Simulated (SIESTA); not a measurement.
BaH2:

```
CELL_PARAMETERS angstrom
4.46203 0.00000 0.00000
-2.23101 3.86423 0.00000
0.00000 0.00000 6.05529
ATOMIC_POSITIONS crystal
Ba 0.33333 0.66667 0.25000
Ba 0.66667 0.33333 0.75000
H 0.00000 0.00000 0.00000
H 0.00000 0.00000 0.50000
H 0.66667 0.33333 0.25000
H 0.33333 0.66667 0.75000
```

The cell comes from a database or a generator and needn't be the stable form of this composition.

Base run:

| Property | Result |
| --- | --- |
| Program | SIESTA 5.4.2 |
| Functional | LDA |
| Potentials or basis | PseudoDojo 0.4 standard (LDA files) |
| Basis | DZP (energy shift 0.003 Ry; two zetas on semicore shells; d shell added on Ba) |
| Grid cutoff | 500 Ry |
| Energy shift | 0.003 Ry |
| k mesh | 7 × 7 × 5 |
| Occupations | fermi-dirac, width 0.05 eV |
| Spin | no spin polarisation |

Its results: band gap on the k mesh 1.48 eV, indirect (least direct gap 2.34 eV); pressure -2.5 GPa.

Question: The run is repeated on the same cell with these changes: functional from LDA to BLYP; potentials or basis from PseudoDojo 0.4 standard (LDA files) to PseudoDojo 0.4 standard (PBE files). What comes out?

Answer: Band gap on the k mesh 2.06 eV, indirect (least direct gap 2.89 eV); pressure 2.2 GPa.

Caveats: this set's barium file shifts pressures by up to 1 GPa against other sets; spin-orbit coupling is left out, which moves the levels of the heavy elements; the mesh misses the band edges, which the band path finds closer together; the basis of atomic orbitals isn't converged, which shifts pressures, moduli and gaps; the potentials were made for another functional, which shifts forces and pressure (some runs).

Not every run made on this cell is shown here.
